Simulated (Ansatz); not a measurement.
# Iron, diamond under revPBE: structure, energy and stiffness

What does revPBE give for iron in the diamond structure? We relax it, solve it on a dense k-mesh, then scale the cell to 7 volumes from 88 to 112 % of the relaxed one and try a fit of the equation of state. The start is ferromagnetic. The k-meshes are 11×11×11 for the relaxation; 18×18×18 for the dense run; 13×13×13 for the volumes.

This is Fe in the diamond structure; at room conditions it is bcc.

Program: Ansatz 0.2.0. Level of theory: DFT revPBE, plane waves (420 eV) with PAW, scalar-relativistic; the PAW data stem from PBE, with regenerated cores. These are calculated values, not measurements.

## 1. Starting point

Symmetry: Fd-3m, No. 227, cubic system. Conventional cell: a = 5.029 Å, b = 5.029 Å, c = 5.029 Å, α = 90.00°, β = 90.00°, γ = 90.00°. Around Fe (site symmetry -43m) lie 4 Fe at 2.18 Å.

As a file:

```
CELL_PARAMETERS angstrom
0.00000 2.51451 2.51451
2.51451 0.00000 2.51451
2.51451 2.51451 0.00000
ATOMIC_POSITIONS crystal
Fe 0.12500 0.12500 0.12500
Fe 0.87500 0.87500 0.87500
```

The atoms start with moments of +2.5 ×2 μB.

## 2. Geometry optimisation

The input, input.yaml:

```yaml
crystal:
  lattice:
    - [0.0, 2.514509054, 2.514509054]
    - [2.514509054, 0.0, 2.514509054]
    - [2.514509054, 2.514509054, 0.0]
  atoms:
    - { symbol: Fe, position: [0.125, 0.125, 0.125], spin: 2.5 }
    - { symbol: Fe, position: [0.875, 0.875, 0.875], spin: 2.5 }
hamiltonian:
  xc: revpbe
  pseudopotentials:
    kind: paw
    azcp:
      Fe: "pseudopotentials/Fe.paw.azcp"
basis:
  ecutwfc: 420
  fft_grid_basis: typed
kpoints:
  mp_grid: { grid: [11, 11, 11], shift: [0, 0, 0] }
magnetization:
  spin_polarized: true
scf:
  occupations: { method: fermi_dirac, width: 0.05 }
relax:
  max_steps: 60
  f_tol: 0.01
  cell: {}
```

The runs that follow: Single point on a dense mesh; Volume × 0.88; Volume × 0.92; Volume × 0.96; Volume × 1.0; Volume × 1.04; Volume × 1.08; Volume × 1.12.

**Question.** What will these runs give? Wanted: space group; conventional cell; volume; shortest distance; gap on the mesh; magnetic state; relative to bcc, ferromagnetic; V₀, B₀, B₀′.

As calculated:

| quantity | value |
| --- | --- |
| space group (spins left aside) | Fd-3m (No. 227) |
| conventional cell | a = 4.903 Å |
| volume | 14.733 Å³/atom |
| shortest distance | 2.123 Å |
| gap on the mesh | none (levels filled in part) |
| magnetic state | non-magnetic |
| relative to bcc, ferromagnetic | +1302 meV/atom |
| V₀, B₀, B₀′ | 14.721 Å³/atom, 147 GPa, 4.5 |

What this shows: From the guessed start the volume shrank by 7.3 % in 5 steps. It lies 1302 meV/atom above the element's reference form at the same level (bcc, ferromagnetic, from a run of its own); part of this is magnetic energy, as this run has no moments. The starting moments do not survive. Levels at the Fermi energy are filled in part, as in a metal. The fitted modulus is 147 GPa. Relaxation kept the symmetry; phonons were not checked.
